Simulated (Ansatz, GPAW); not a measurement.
**Geometry or basis: what sets the conductance of N2 in line between two Cu chains**

How well does N2 in line between two Cu chains conduct once its atoms have relaxed, and how much do cheaper levels lose?

Main program and level: GPAW 26.7.0 and Ansatz 0.2.0; Ansatz plane waves; relaxation of the junction with the lead ends held; PAW set soft_1, in the first sound run; inputs show where later runs differ.

**1. Starting point**

The cell holds 14 atoms: 12 Cu and 2 N. Its edges and angles: a = 9.000 Å, b = 9.000 Å, c = 29.855 Å, α = 90.0°, β = 90.0°, γ = 90.0°. Regions: left lead, 6 atoms (6 Cu); channel, 2 atoms (2 N); right lead, 6 atoms (6 Cu). Vacuum lies along a and b. The structure is stacked along c, and the current runs across the ab planes.

**2. Relaxing the atoms**

Transmission follows bond lengths closely, so the atoms between the held lead ends are relaxed first, from a slightly shaken start that lets symmetry break.

Contents of input.yaml:

```yaml
crystal:
  lattice:
    - [9.0, 0.0, 0.0]
    - [0.0, 9.0, 0.0]
    - [0.0, 0.0, 29.8548]
  atoms:
    - { symbol: Cu, position: [0.5, 0.5, 0.038519769] }
    - { symbol: Cu, position: [0.5, 0.5, 0.115559307] }
    - { symbol: Cu, position: [0.5, 0.5, 0.1925988451] }
    - { symbol: Cu, position: [0.5, 0.5, 0.2696383831] }
    - { symbol: Cu, position: [0.5023183992, 0.4967350861, 0.3450967781] }
    - { symbol: Cu, position: [0.4902500981, 0.4988225595, 0.4249711333] }
    - { symbol: "N", position: [0.5001102421, 0.5017061468, 0.4819358075] }
    - { symbol: "N", position: [0.4970595138, 0.5088409557, 0.5182112341] }
    - { symbol: Cu, position: [0.5012451769, 0.5091319361, 0.5761677327] }
    - { symbol: Cu, position: [0.5003809817, 0.4982937349, 0.6536582323] }
    - { symbol: Cu, position: [0.5, 0.5, 0.7303616169] }
    - { symbol: Cu, position: [0.5, 0.5, 0.8074011549] }
    - { symbol: Cu, position: [0.5, 0.5, 0.884440693] }
    - { symbol: Cu, position: [0.5, 0.5, 0.961480231] }
kpoints:
  mp_grid: { grid: [1, 1, 3] }
hamiltonian:
  xc: pbe
  pseudopotentials: { kind: paw, azcp: { folder: soft_1 } }
scf:
  occupations: { method: fermi_dirac, width: 0.1 }
relax:
  f_tol: 0.03
  max_steps: 80
  constraints: [{ sites: [0, 1, 2, 3, 10, 11, 12, 13] }]
```

Started as:

```
$ ansatz run input.yaml --threads 4 --pin off --max-ram 8192MiB --backend cpu --events-out ev --progress --plain --runs-dir out
```

Numbers of over 12 decimals in the logs are rounded to 6 here.

The log of the run:

```text
Engine: ansatz 0.2.0, x86_64-unknown-linux-gnu
Pseudopotentials: kind: paw
Pseudopotential: Cu, paw, valence charge 19, recommended cutoff 420 eV (normal), soft_1/Cu.paw.azcp
Pseudopotential: N, paw, valence charge 5, recommended cutoff 420 eV (normal), soft_1/N.paw.azcp
Functional definition: PBE
  parameter kappa = 0.804
  parameter beta = 0.066725
  exchange = pbe_x(kappa = kappa, mu = beta*pi^2/3)
  correlation = pbe_c(beta = beta)
Crystal: 14 atoms, lattice volume = 2418.239 Å³
Basis set: ecut = 420 eV, 47231 PW (Γ), exchange–correlation on 128×128×400 points (8 copies of the dense FFT grid, shifted against one another)
Bands: 143, of which v1, the nominal top of the filled ones, is band 119 counted from 1 (118 counted from 0)
Symmetry: 1 space group operations
Space group: P1 (ITA 1), of the structure as read, at distance tolerance 1.3e-4 Å
k-points: 2 of 3 (time reversal used)
Non-local potential: Cu, projectors of the file, l = 0: 3, l = 1: 2, l = 2: 3, l = 3: 1
Non-local potential: N, projectors of the file, l = 0: 2, l = 1: 2, l = 2: 1
PAW form: soft (Blöchl's): semilocal exchange-correlation on the pseudo side does not see the compensation charge
PAW one-centre angular grid: Cu, 590 points (default); XC on 64 Gauss nodes
PAW one-centre angular grid: N, 110 points (default); XC on 64 Gauss nodes
Initial density: superposition of atomic densities (neutral atoms: chi_scale 0, normalization atom)
Initial wavefunctions: pseudopotential atomic-orbital guess
Functional: x = pbe(κ = 0.804, μ = 0.219515), c = pbe(β = 0.066725)
SCF iter   1: F=—  HF=-80251.899936 eV  |F-HF|=—  |Δ(HF+E_count)|=         —  Δρ=5.21e-2  dr2=4.85e1  ethr=3.10e-3  ⟨swp⟩=7.0  Hψ=1288  notcnv=0  defer=2
preconditioner: auto → LDOS  [insulator: Δε(μ)=0.330 eV  Ē_g=4.563 eV  σ=0.100 eV  W_gap=0.63  n_scr=260 (ndim 8)  ℏωp=8.9 eV  f_vac=0.797  D(μ)=18.72/eV (n_scr^D=74)  ε∞_Penn≈4.8  β→1.0]
SCF iter   2: F=—  HF=-80265.354952 eV  |F-HF|=—  |Δ(HF+E_count)|=    1.35e1  Δρ=6.59e-2  dr2=7.24e1  ethr=3.10e-3  ⟨swp⟩=5.0  Hψ=812  notcnv=0  defer=7
SCF iter   3: F=—  HF=-80249.368310 eV  |F-HF|=—  |Δ(HF+E_count)|=    1.60e1  Δρ=2.83e-2  dr2=1.51e1  ethr=3.10e-3  ⟨swp⟩=4.0  Hψ=615  notcnv=0  defer=25
SCF iter   4: F=—  HF=-80246.532423 eV  |F-HF|=—  |Δ(HF+E_count)|=    2.84e0  Δρ=5.54e-3  dr2=5.02e-1  ethr=3.10e-3  ⟨swp⟩=3.0  Hψ=604  notcnv=0  defer=25
SCF iter   5: F=—  HF=-80246.512202 eV  |F-HF|=—  |Δ(HF+E_count)|=   2.02e-2  Δρ=5.57e-3  dr2=5.86e-1  ethr=2.11e-4  ⟨swp⟩=2.0  Hψ=591  notcnv=0  defer=25
SCF iter   6: F=—  HF=-80246.468686 eV  |F-HF|=—  |Δ(HF+E_count)|=   4.35e-2  Δρ=2.56e-3  dr2=1.33e-1  ethr=2.11e-4  ⟨swp⟩=2.0  Hψ=493  notcnv=0  defer=25
SCF iter   7: F=—  HF=-80246.461626 eV  |F-HF|=—  |Δ(HF+E_count)|=   7.06e-3  Δρ=8.80e-4  dr2=1.88e-2  ethr=5.60e-5  ⟨swp⟩=2.0  Hψ=321  notcnv=0  defer=25
SCF iter   8: F=—  HF=-80246.463455 eV  |F-HF|=—  |Δ(HF+E_count)|=   1.83e-3  Δρ=4.19e-4  dr2=4.02e-3  ethr=7.91e-6  ⟨swp⟩=2.0  Hψ=297  notcnv=0  defer=25
SCF iter   9: F=—  HF=-80246.465978 eV  |F-HF|=—  |Δ(HF+E_count)|=   2.52e-3  Δρ=3.60e-4  dr2=2.60e-3  ethr=1.69e-6  ⟨swp⟩=2.0  Hψ=447  notcnv=0  defer=25
SCF iter  10: F=—  HF=-80246.466565 eV  |F-HF|=—  |Δ(HF+E_count)|=   5.87e-4  Δρ=1.66e-4  dr2=6.10e-4  ethr=1.09e-6  ⟨swp⟩=2.0  Hψ=440  notcnv=0  defer=25
SCF iter  11: F=—  HF=-80246.466816 eV  |F-HF|=—  |Δ(HF+E_count)|=   2.51e-4  Δρ=7.16e-5  dr2=1.56e-4  ethr=2.56e-7  ⟨swp⟩=2.0  Hψ=348  notcnv=0  defer=25
SCF iter  12: F=—  HF=-80246.466903 eV  |F-HF|=—  |Δ(HF+E_count)|=   8.67e-5  Δρ=3.92e-5  dr2=3.58e-5  ethr=6.54e-8  ⟨swp⟩=2.0  Hψ=368  notcnv=0  defer=25
SCF iter  13: F=-80246.466948 eV  HF=-80246.466927 eV  |F-HF|=2.10e-5  |Δ(HF+E_count)|=   2.43e-5  Δρ=1.98e-5  dr2=9.39e-6  ethr=9.45e-9  ⟨swp⟩=4.0  Hψ=808  notcnv=0
SCF 1 converged in 13 iterations: F = -80246.466948 eV  dr2 = 9.39e-6
  greatest PAW one-centre occupation: 1.000 electrons in one spin orbital (limit 2), on the Cu atom at site 10 (counted from 0), in its partial waves of l = 0
relax step   1: F+E_penalty+E_count = -80246.46694807 eV  Δ(F+E_penalty+E_count) = +0.000e0 eV  max|allowed force component| = 5.297e0 eV/Å  Δτ_max = 0.0000 Å  (13 SCF iters, dr2 threshold 2.25e-5 eV, accepted)
Initial density: handed on by an earlier stage of this run
Initial wavefunctions: those handed on with the density
iter 1 solved again at ethr=4.28e-5 eV; its pass at ethr=3.10e-3 eV (dr2=1.02e-1 eV) is discarded
SCF iter   1: F=—  HF=-80246.783714 eV  |F-HF|=—  |Δ(HF+E_count)|=         —  Δρ=2.91e-3  dr2=1.09e-1  ethr=4.28e-5  ⟨swp⟩=2.0  Hψ=954  notcnv=0  defer=25
preconditioner: auto → LDOS  [insulator: Δε(μ)=0.274 eV  Ē_g=4.969 eV  σ=0.100 eV  W_gap=0.52  n_scr=260 (ndim 8)  ℏωp=8.9 eV  f_vac=0.806  D(μ)=11.56/eV (n_scr^D=28)  ε∞_Penn≈4.2  β→1.0]
SCF iter   2: F=—  HF=-80246.772191 eV  |F-HF|=—  |Δ(HF+E_count)|=   1.15e-2  Δρ=1.75e-3  dr2=6.37e-2  ethr=4.28e-5  ⟨swp⟩=3.0  Hψ=500  notcnv=0  defer=25
SCF iter   3: F=—  HF=-80246.760303 eV  |F-HF|=—  |Δ(HF+E_count)|=   1.19e-2  Δρ=1.20e-3  dr2=2.18e-2  ethr=2.68e-5  ⟨swp⟩=2.5  Hψ=556  notcnv=0  defer=25
SCF iter   4: F=—  HF=-80246.757686 eV  |F-HF|=—  |Δ(HF+E_count)|=   2.62e-3  Δρ=4.74e-4  dr2=4.55e-3  ethr=9.15e-6  ⟨swp⟩=2.0  Hψ=469  notcnv=0  defer=25
SCF iter   5: F=—  HF=-80246.757264 eV  |F-HF|=—  |Δ(HF+E_count)|=   4.22e-4  Δρ=2.03e-4  dr2=6.65e-4  ethr=1.91e-6  ⟨swp⟩=2.0  Hψ=371  notcnv=0  defer=25
SCF iter   6: F=—  HF=-80246.757224 eV  |F-HF|=—  |Δ(HF+E_count)|=   3.96e-5  Δρ=7.81e-5  dr2=1.27e-4  ethr=2.79e-7  ⟨swp⟩=2.0  Hψ=337  notcnv=0  defer=25
SCF iter   7: F=-80246.757214 eV  HF=-80246.757232 eV  |F-HF|=1.86e-5  |Δ(HF+E_count)|=   8.41e-6  Δρ=4.24e-5  dr2=4.32e-5  ethr=4.20e-8  ⟨swp⟩=2.0  Hψ=829  notcnv=0
SCF 2 converged in 7 iterations: F = -80246.757214 eV  dr2 = 4.32e-5
relax step   2: F+E_penalty+E_count = -80246.75721375 eV  Δ(F+E_penalty+E_count) = -2.903e-1 eV  max|allowed force component| = 1.462e0 eV/Å  Δτ_max = 0.0925 Å  (7 SCF iters, dr2 threshold 1.00e-4 eV, accepted)
SCF iter   1: F=—  HF=-80246.841255 eV  |F-HF|=—  |Δ(HF+E_count)|=         —  Δρ=2.39e-3  dr2=6.55e-2  ethr=5.64e-4  ⟨swp⟩=4.0  Hψ=607  notcnv=0  defer=25
preconditioner: auto → LDOS  [insulator: Δε(μ)=0.279 eV  Ē_g=4.968 eV  σ=0.100 eV  W_gap=0.53  n_scr=260 (ndim 8)  ℏωp=8.9 eV  f_vac=0.807  D(μ)=11.37/eV (n_scr^D=28)  ε∞_Penn≈4.2  β→1.0]
SCF iter   2: F=—  HF=-80246.867881 eV  |F-HF|=—  |Δ(HF+E_count)|=   2.66e-2  Δρ=3.82e-3  dr2=2.80e-1  ethr=2.75e-5  ⟨swp⟩=2.0  Hψ=580  notcnv=0  defer=25
SCF iter   3: F=—  HF=-80246.867566 eV  |F-HF|=—  |Δ(HF+E_count)|=   3.15e-4  Δρ=3.87e-3  dr2=2.53e-1  ethr=2.75e-5  ⟨swp⟩=3.0  Hψ=524  notcnv=0  defer=25
SCF iter   4: F=—  HF=-80246.840070 eV  |F-HF|=—  |Δ(HF+E_count)|=   2.75e-2  Δρ=2.18e-3  dr2=8.18e-2  ethr=2.75e-5  ⟨swp⟩=2.0  Hψ=440  notcnv=0  defer=25
SCF iter   5: F=—  HF=-80246.828536 eV  |F-HF|=—  |Δ(HF+E_count)|=   1.15e-2  Δρ=6.52e-4  dr2=6.82e-3  ethr=2.75e-5  ⟨swp⟩=2.0  Hψ=297  notcnv=0  defer=25
SCF iter   6: F=—  HF=-80246.827599 eV  |F-HF|=—  |Δ(HF+E_count)|=   9.37e-4  Δρ=1.31e-4  dr2=5.13e-4  ethr=2.87e-6  ⟨swp⟩=2.0  Hψ=372  notcnv=0  defer=25
SCF iter   7: F=—  HF=-80246.827570 eV  |F-HF|=—  |Δ(HF+E_count)|=   2.94e-5  Δρ=6.32e-5  dr2=1.08e-4  ethr=2.15e-7  ⟨swp⟩=2.0  Hψ=373  notcnv=0  defer=25
SCF iter   8: F=-80246.827527 eV  HF=-80246.827590 eV  |F-HF|=6.26e-5  |Δ(HF+E_count)|=   1.96e-5  Δρ=6.50e-5  dr2=9.39e-5  ethr=4.20e-8  ⟨swp⟩=3.0  Hψ=906  notcnv=0
SCF 3 converged in 8 iterations: F = -80246.827527 eV  dr2 = 9.39e-5
relax step   3: F+E_penalty+E_count = -80246.82752701 eV  Δ(F+E_penalty+E_count) = -7.031e-2 eV  max|allowed force component| = 8.681e-1 eV/Å  Δτ_max = 0.0899 Å  (8 SCF iters, dr2 threshold 1.00e-4 eV, accepted)
[... from here on, the SCF cycles and remarks between the steps are left out ...]
relax step   4: F+E_penalty+E_count = -80246.89403978 eV  Δ(F+E_penalty+E_count) = -6.651e-2 eV  max|allowed force component| = 5.838e-1 eV/Å  Δτ_max = 0.2000 Å  (9 SCF iters, dr2 threshold 5.74e-5 eV, accepted)
relax step   5: F+E_penalty+E_count = -80246.98720078 eV  Δ(F+E_penalty+E_count) = -9.316e-2 eV  max|allowed force component| = 3.566e-1 eV/Å  Δτ_max = 0.1943 Å  (8 SCF iters, dr2 threshold 1.00e-4 eV, accepted)
relax step   6: F+E_penalty+E_count = -80247.06443531 eV  Δ(F+E_penalty+E_count) = -7.723e-2 eV  max|allowed force component| = 3.190e-1 eV/Å  Δτ_max = 0.1940 Å  (8 SCF iters, dr2 threshold 4.74e-5 eV, accepted)
relax step   7: F+E_penalty+E_count = -80247.09121661 eV  Δ(F+E_penalty+E_count) = -2.678e-2 eV  max|allowed force component| = 4.172e-1 eV/Å  Δτ_max = 0.1999 Å  (8 SCF iters, dr2 threshold 3.80e-5 eV, accepted)
relax step   8: F+E_penalty+E_count = -80247.11993295 eV  Δ(F+E_penalty+E_count) = -2.872e-2 eV  max|allowed force component| = 5.721e-2 eV/Å  Δτ_max = 0.1084 Å  (8 SCF iters, dr2 threshold 1.00e-4 eV, accepted)
relax step   9: F+E_penalty+E_count = -80247.11996460 eV  Δ(F+E_penalty+E_count) = -3.166e-5 eV  max|allowed force component| = 5.760e-2 eV/Å  Δτ_max = 0.0000 Å  (8 SCF iters, accepted)
relax step  10: F+E_penalty+E_count = -80247.12222785 eV  Δ(F+E_penalty+E_count) = -2.263e-3 eV  max|allowed force component| = 1.636e-2 eV/Å  Δτ_max = 0.0677 Å  (10 SCF iters, accepted)
relax step  11: F+E_penalty+E_count = -80247.12275117 eV  Δ(F+E_penalty+E_count) = -5.233e-4 eV  max|allowed force component| = 1.420e-2 eV/Å  Δτ_max = 0.0385 Å  (10 SCF iters, accepted)
SCF iter   1: F=—  HF=-80247.132864 eV  |F-HF|=—  |Δ(HF+E_count)|=         —  Δρ=1.88e-3  dr2=3.43e-2  ethr=1.41e-4  ⟨swp⟩=5.5  Hψ=760  notcnv=0  defer=20
preconditioner: auto → LDOS  [insulator: Δε(μ)=0.312 eV  Ē_g=4.862 eV  σ=0.100 eV  W_gap=0.58  n_scr=260 (ndim 8)  ℏωp=8.9 eV  f_vac=0.804  D(μ)=10.23/eV (n_scr^D=28)  ε∞_Penn≈4.4  β→1.0]
SCF iter   2: F=—  HF=-80247.130431 eV  |F-HF|=—  |Δ(HF+E_count)|=   2.43e-3  Δρ=1.32e-3  dr2=3.24e-2  ethr=1.44e-5  ⟨swp⟩=3.0  Hψ=566  notcnv=0  defer=20
SCF iter   3: F=—  HF=-80247.130007 eV  |F-HF|=—  |Δ(HF+E_count)|=   4.24e-4  Δρ=1.72e-3  dr2=4.95e-2  ethr=1.36e-5  ⟨swp⟩=2.0  Hψ=524  notcnv=0  defer=20
SCF iter   4: F=—  HF=-80247.123507 eV  |F-HF|=—  |Δ(HF+E_count)|=   6.50e-3  Δρ=4.89e-4  dr2=4.28e-3  ethr=1.36e-5  ⟨swp⟩=2.0  Hψ=355  notcnv=0  defer=20
SCF iter   5: F=—  HF=-80247.123016 eV  |F-HF|=—  |Δ(HF+E_count)|=   4.90e-4  Δρ=1.96e-4  dr2=6.46e-4  ethr=1.80e-6  ⟨swp⟩=2.0  Hψ=310  notcnv=0  defer=20
SCF iter   6: F=—  HF=-80247.122947 eV  |F-HF|=—  |Δ(HF+E_count)|=   6.96e-5  Δρ=4.82e-5  dr2=4.17e-5  ethr=2.71e-7  ⟨swp⟩=2.0  Hψ=416  notcnv=0  defer=20
SCF iter   7: F=—  HF=-80247.123033 eV  |F-HF|=—  |Δ(HF+E_count)|=   8.61e-5  Δρ=2.93e-5  dr2=1.44e-5  ethr=1.75e-8  ⟨swp⟩=2.0  Hψ=442  notcnv=0  defer=20
SCF iter   8: F=—  HF=-80247.123032 eV  |F-HF|=—  |Δ(HF+E_count)|=   4.28e-7  Δρ=8.61e-6  dr2=1.63e-6  ethr=6.04e-9  ⟨swp⟩=2.0  Hψ=311  notcnv=0  defer=20
SCF iter   9: F=—  HF=-80247.123033 eV  |F-HF|=—  |Δ(HF+E_count)|=   7.10e-7  Δρ=3.57e-6  dr2=2.55e-7  ethr=6.86e-10  ⟨swp⟩=2.0  Hψ=406  notcnv=0  defer=20
SCF iter  10: F=-80247.123033 eV  HF=-80247.123033 eV  |F-HF|=6.94e-9  |Δ(HF+E_count)|=   6.43e-8  Δρ=1.68e-6  dr2=7.39e-8  ethr=4.20e-11  ⟨swp⟩=4.0  Hψ=906  notcnv=0
SCF 12 converged in 10 iterations: F = -80247.123033 eV  dr2 = 7.39e-8
relax step  12: F+E_penalty+E_count = -80247.12303301 eV  Δ(F+E_penalty+E_count) = -2.818e-4 eV  max|allowed force component| = 9.239e-3 eV/Å  Δτ_max = 0.0539 Å  (10 SCF iters, accepted)
SCF converged after 10 iterations
Free energy (F): -80247.123033 eV
Harris-Foulkes:  -80247.123033 eV  (|F-HF|=6.94e-9)
Internal energy: -80246.730443 eV  (E = F + TS)
E sigma→0 (E₀):  -80246.926738 eV
Entropy (-TS):   -0.392590 eV (-28.042 meV/atom)
Fermi energy:    -3.487254 eV
--- Per-component energies (eV) ---
  E_band       = -8718.119619
  E_kinetic    = 3384.666828
  E_local      = -127087.725375  (includes V_loc(G=0)·N_el)
  E_nonlocal   = 10913.614222
  E_hartree    = 57212.147855
  E_xc         = -898.702184
  E_vxc        = -1152.593396  (∫ρ·V_xc dr)
  E_paw        = -22175.518839  (= ΣΔE_a)
  E_vpaw       = -9200.418692  (= ΣTr[D̂ρ^β])
  E_aug_tail   = 0.013445  (compensation charges beyond the density's cutoff)
  E_ewald      = -1595.226396
  E_smearing   = -0.392590  (= −TS)
  E_closure    = 0.000000  (closes the sum)
  Σ components = -80247.123033   (vs F -80247.123033, Δ=0.00e0)
--- Forces (eV/Å), atoms counted from 1 ---
  atom   1  Cu    -0.00269645     0.00628050     0.05710925
  atom   2  Cu     0.01312293    -0.00853487    -0.08411734
  atom   3  Cu     0.04970903    -0.03840330     0.16274346
  atom   4  Cu    -0.06575886     0.03947805     0.32475053
  atom   5  Cu     0.00030429    -0.00099012     0.00181118
  atom   6  Cu    -0.00502253    -0.00171862     0.00201263
  atom   7  N      0.00923855    -0.00212019     0.00749767
  atom   8  N     -0.00803001    -0.00057279    -0.00868156
  atom   9  Cu     0.00393389     0.00447694    -0.00180031
  atom  10  Cu     0.00027610    -0.00134010     0.00042561
  atom  11  Cu     0.00067812     0.07558140    -0.32556485
  atom  12  Cu     0.00776786    -0.06201116    -0.16332394
  atom  13  Cu     0.00052888    -0.01564466     0.08430789
  atom  14  Cu    -0.00404462     0.00551206    -0.05718152
  max |Σ_I F_I| component: 1.13e-5 eV/Å
--- Relaxed structure (12 steps of the walk, 12 accepted, 0 SCFs on fresh bases) ---
  F+E_penalty+E_count = -80247.12303301 eV   max|allowed force component| = 9.239e-3 eV/Å
  atoms:
    - { symbol: Cu, position: [0.5, 0.5, 0.038519769] }
    - { symbol: Cu, position: [0.5, 0.5, 0.115559] }
    - { symbol: Cu, position: [0.5, 0.5, 0.1925988451] }
    - { symbol: Cu, position: [0.5, 0.5, 0.2696383831] }
    - { symbol: Cu, position: [0.582916, 0.437335, 0.344274] }
    - { symbol: Cu, position: [0.526920, 0.468203, 0.419222] }
    - { symbol: N, position: [0.507205, 0.480308, 0.481018] }
    - { symbol: N, position: [0.514593, 0.483010, 0.518909] }
    - { symbol: Cu, position: [0.514902, 0.459479, 0.580681] }
    - { symbol: Cu, position: [0.511811, 0.396621, 0.655703] }
    - { symbol: Cu, position: [0.5, 0.5, 0.7303616169] }
    - { symbol: Cu, position: [0.5, 0.5, 0.8074011549] }
    - { symbol: Cu, position: [0.5, 0.5, 0.884440693] }
    - { symbol: Cu, position: [0.5, 0.5, 0.961480231] }
```

It took 2.6 min on 4 threads of Intel Xeon Platinum 8488C (Sapphire Rapids), shared host; peak memory 3.1 GiB; 9.7 min of CPU time.

Step by step:

```csv
step,energy less that of the first step (eV),largest force component (eV/Å)
1,0.0000,5.2974
2,-0.2903,1.4623
3,-0.3606,0.8681
4,-0.4271,0.5838
5,-0.5203,0.3566
6,-0.5975,0.3190
7,-0.6243,0.4172
8,-0.6530,0.0572
9,-0.6530,0.0576
10,-0.6553,0.0164
11,-0.6558,0.0142
12,-0.6561,0.0092
```

The atoms that moved most (Å):

```csv
atom,dx,dy,dz,length
Cu10,0.103,-0.915,0.061,0.923
Cu5,0.725,-0.535,-0.025,0.901
Cu9,0.123,-0.447,0.135,0.483
Cu6,0.330,-0.276,-0.172,0.463
N8,0.158,-0.232,0.021,0.282
N7,0.064,-0.193,-0.027,0.205
```

This step gave:

| Property | Result |
| --- | --- |
| free energy | -80247.1230 eV |
| smearing term TS | 0.3926 eV |
| symmetry operations | 1 |

The relaxation lowered the energy of the cell by 0.656 eV.

(Part 1 of 3 ends here.)

[Logs are printed without paths, hosts, clocks, repeated set-up lines and the standing remarks that a program may print on its own settings, such as how far it seeks lower states.]

[Hosts, paths, dates, database ids (printed as entryN), source tags and the programs' standing remarks are cut or masked in the printed files.]
